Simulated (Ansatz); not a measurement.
We consider cubic perovskite CsPbI₃ (cubic high-temperature phase), described by PBE+SOC (Ansatz, a first-principles code, plane waves, PAW).

Settings: plane-wave cutoff 520 eV, 6×6×6 k mesh, Fermi–Dirac smearing 0.01 eV, PAW data made under PBE.

Cell (measured lattice):

```cif
data_CsI3Pb
_chemical_formula_sum 'Cs1 Pb1 I3'
_space_group_name_H-M_alt 'Pm-3m'
_space_group_IT_number 221
_space_group_name_Hall '-P 4 2 3'
_cell_length_a 6.28900
_cell_length_b 6.28900
_cell_length_c 6.28900
_cell_angle_alpha 90.000
_cell_angle_beta 90.000
_cell_angle_gamma 90.000
loop_
_atom_site_label
_atom_site_type_symbol
_atom_site_symmetry_multiplicity
_atom_site_Wyckoff_symbol
_atom_site_fract_x
_atom_site_fract_y
_atom_site_fract_z
_atom_site_occupancy
Cs1 Cs 1 a 0.00000 0.00000 0.00000 1
Pb1 Pb 1 b 0.50000 0.50000 0.50000 1
I1 I 3 c 0.00000 0.50000 0.50000 1
```

Problem. Estimate the band gap and Γ–Γ gap that the calculation returns.

Solution. 
- band gap: 0.08 eV (direct)
- Γ–Γ gap: 3.97 eV

Note: held by symmetry at 0 K, a high-temperature phase can be a saddle point; cell and atoms aren't relaxed at this level (pressure 0.8 GPa).

Cost on a shared machine: around 7 core-minutes (rough).
